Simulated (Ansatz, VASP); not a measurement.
**One calculation of BP, two programs**

Contents of POSCAR:

```
BP
1.0
    0.0000000000      2.2907263556      2.2907263556
    2.2907263556      0.0000000000      2.2907263556
    2.2907263556      2.2907263556      0.0000000000
B P
1 1
Direct
    0.0000000000      0.0000000000      0.0000000000
    0.2500000000      0.2500000000      0.2500000000
```

INCAR.step1

```
PREC = Accurate
ENCUT = 520
ISMEAR = 0
SIGMA = 0.02
LREAL = False
LASPH = True
NELM = 80
NBANDS = 11
GGA = PE
ALGO = Normal
EDIFF = 1E-4
LWAVE = True
LCHARG = False
```

The input INCAR.step2:

```
PREC = Accurate
ENCUT = 520
EDIFF = 1E-6
ISMEAR = 0
SIGMA = 0.02
LREAL = False
LASPH = True
NELM = 80
ALGO = Normal
ISIF = 2
LWAVE = False
LCHARG = False
METAGGA = R2SCAN
LMIXTAU = True
NBANDS = 11
ISTART = 1
```

Contents of KPOINTS:

```
regular mesh
0
Gamma
  10 10 10
```

Input for Ansatz:

```yaml
crystal:
  lattice:
    - [0.0, 2.2907263556, 2.2907263556]
    - [2.2907263556, 0.0, 2.2907263556]
    - [2.2907263556, 2.2907263556, 0.0]
  atoms:
    - { symbol: B, position: [0.0, 0.0, 0.0] }
    - { symbol: P, position: [0.25, 0.25, 0.25] }
basis:
  ecutwfc: 500
kpoints:
  mp_grid: { grid: [10, 10, 10] }
hamiltonian:
  xc: r2scan
scf:
  occupations: { method: gaussian, width: 0.02 }
output:
  forces: true
  stress: true
  eigenvalues: true
```

Alike in both runs: task single point; functional r2SCAN; k mesh 10 × 10 × 10; occupations gaussian, width 0.02 eV; no spin polarisation.

|  | VASP | Ansatz |
| --- | --- | --- |
| version | VASP 6.6.1 | Ansatz 0.2.0 |
| potentials or method | VASP PAW PBE potentials, release 64 (B, P) | scalar-relativistic, plane waves, PAW |
| plane-wave cutoff (eV) | 520 | 500 |
| valence electrons in the cell | 8 | 8 |

```csv
,VASP,Ansatz,Ansatz less VASP
gap on the k mesh at the Fermi level (eV),1.48,1.45,-0.030
least direct gap on the mesh (eV),3.60,3.56,-0.040
pressure (GPa),-5.2,-4.7,+0.48
```

Caveats: the PAW data sets were made with another functional, which shifts forces and pressure a little (VASP). r2SCAN opens gaps a little over a GGA but as a rule still falls short of measured ones. A k mesh can miss the band edges.
